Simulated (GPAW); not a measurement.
Input of a GPAW 26.7.0 run:

The input run.py:

```python
from ase import Atoms
from ase.dft.bandgap import bandgap
from ase.io import write
from ase.units import GPa
from gpaw import GPAW, PW

atoms = Atoms(['Ti'],
              cell=[[-1.641, 1.641, 1.641],
                    [1.641, -1.641, 1.641],
                    [1.641, 1.641, -1.641]],
              scaled_positions=[[0.0, 0.0, 0.0]],
              pbc=True)

calc = GPAW(mode=PW(600),
            xc='LDA',
            kpts={'size': (11, 11, 11), 'gamma': True},
            occupations={'name': 'fermi-dirac', 'width': 0.05},
            setups={'Ti': ':d,1.0'},
            nbands=14,
            convergence={'density': 1e-05, 'energy': 1e-05},
            maxiter=150,
            txt='gpaw.txt')
atoms.calc = calc
energy = atoms.get_potential_energy()
forces = atoms.get_forces()
stress = atoms.get_stress()
calc.write('gs.gpw')
write('result.traj', atoms)
print(f'Energy: {energy:.6f} eV')
print('Forces (eV/A):')
print(forces.round(4))
print('Stress (GPa):', (stress / GPa).round(3))
print('Fermi level:', round(calc.get_fermi_level(), 4), 'eV')
print(f'Gap: {bandgap(calc)[0]:.4f} eV, direct: {bandgap(calc, direct=True)[0]:.4f} eV')
```

Potentials or basis: the program's PAW data sets (release 1.2.1) made for this functional, pw.

Launch:

```sh
$ OMP_NUM_THREADS=1 python run.py
```

Problem. Predict the pressure.

Solution. -9.8 GPa.

Problem. What does it give for the band gap on the k mesh?

Solution. None (metal or under the smearing width).

Caveat: U without spin polarisation on a metal has little footing; the U is typed as a test and isn't derived for this compound.
